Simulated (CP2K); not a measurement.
Runs of CP2K 2026.2 on Pd. It takes space group Fm-3m (No. 225, cubic). Conventional cell: a = 3.893 Å, b = 3.893 Å, c = 3.893 Å, α = 90.00°, β = 90.00°, γ = 90.00°. Pd (site symmetry m-3m) is surrounded by 12 Pd at 2.75 Å. 

```csv
task,level,potentials or basis,smearing,EPS_DEFAULT,NGRIDS,basis sets,potentials,CUTOFF of the grids,gap on the mesh (eV),pressure (GPa),V0 of scaled cells (Å³/atom),B0 (GPa)
equation of state,PBEsol,POTENTIAL_UZH Pd GTH-PBE-q18; TZVP-MOLOPT-PBE-GTH basis,fermi-dirac 0.05 eV,1.0E-10,5,Pd TZVP-MOLOPT-PBE-GTH-q18,Pd GTH-PBE-q18 of POTENTIAL_UZH,500 Ry,-,-,14.68,207
band structure,TB-mBJ,POTENTIAL_UZH Pd GTH-PBE-q18; TZVP-MOLOPT-PBE-GTH basis,fermi-dirac 0.1 eV,1.0E-9,4,Pd TZVP-MOLOPT-PBE-GTH-q18,Pd GTH-PBE-q18 of POTENTIAL_UZH,750 Ry,none,-,-,-
equation of state,r2SCAN,POTENTIAL_UZH Pd GTH-SCAN-q18; TZVP-MOLOPT-SCAN-GTH basis,fermi-dirac 0.0259 eV,1.0E-10,4,Pd TZVP-MOLOPT-SCAN-GTH-q18,Pd GTH-SCAN-q18 of POTENTIAL_UZH,675 Ry,-,-,15.39,182
band structure,r2SCAN,POTENTIAL_UZH Pd GTH-SCAN-q18; TZVP-MOLOPT-SCAN-GTH basis,fermi-dirac 0.01 eV,1.0E-10,4,Pd TZVP-MOLOPT-SCAN-GTH-q18,Pd GTH-SCAN-q18 of POTENTIAL_UZH,675 Ry,none,8.6,-,-
band structure,PBE,POTENTIAL_UZH Pd GTH-PBE-q18; TZVP-MOLOPT-PBE-GTH basis,fermi-dirac 0.0259 eV,1.0E-10,4,Pd TZVP-MOLOPT-PBE-GTH-q18,Pd GTH-PBE-q18 of POTENTIAL_UZH,500 Ry,none,(a),-,-
atomic charges,WC,POTENTIAL_UZH Pd GTH-PBE-q18; TZVP-MOLOPT-PBE-GTH basis,fermi-dirac 0.05 eV,1.0E-9,5,Pd TZVP-MOLOPT-PBE-GTH-q18,Pd GTH-PBE-q18 of POTENTIAL_UZH,750 Ry,none,(b),-,-
equation of state,LDA,GTH_POTENTIALS Pd GTH-PADE-q18; TZVP-MOLOPT-PBE-GTH basis,fermi-dirac 0.1 eV,1.0E-9,5,Pd TZVP-MOLOPT-PBE-GTH-q18,Pd GTH-PADE-q18 of GTH_POTENTIALS,500 Ry,-,-,13.95,254
band structure,PBE,POTENTIAL_UZH Pd GTH-PBE-q18; TZVP-MOLOPT-PBE-GTH basis,fermi-dirac 0.1 eV,1.0E-10,5,Pd TZVP-MOLOPT-PBE-GTH-q18,Pd GTH-PBE-q18 of POTENTIAL_UZH,500 Ry,none,9.3,-,-
```

Alike in all rows: no spin polarisation; cell as given; k mesh 12 × 12 × 12.

Problem. Fill in the values left out.

Solution. (a) 8.8; (b) 0.5.

Caveats: the basis of atomic orbitals isn't converged, which shifts pressures, moduli and gaps; the potentials were made for another functional, which shifts forces and pressure (some runs); this is a model potential without an energy functional, so only levels have meaning (some runs).

A k mesh can miss the band edges, and the runs leave out spin-orbit coupling on Pd.

A gap of «none» marks a metal or a gap under the smearing width.

Not every run made on this cell is shown here.
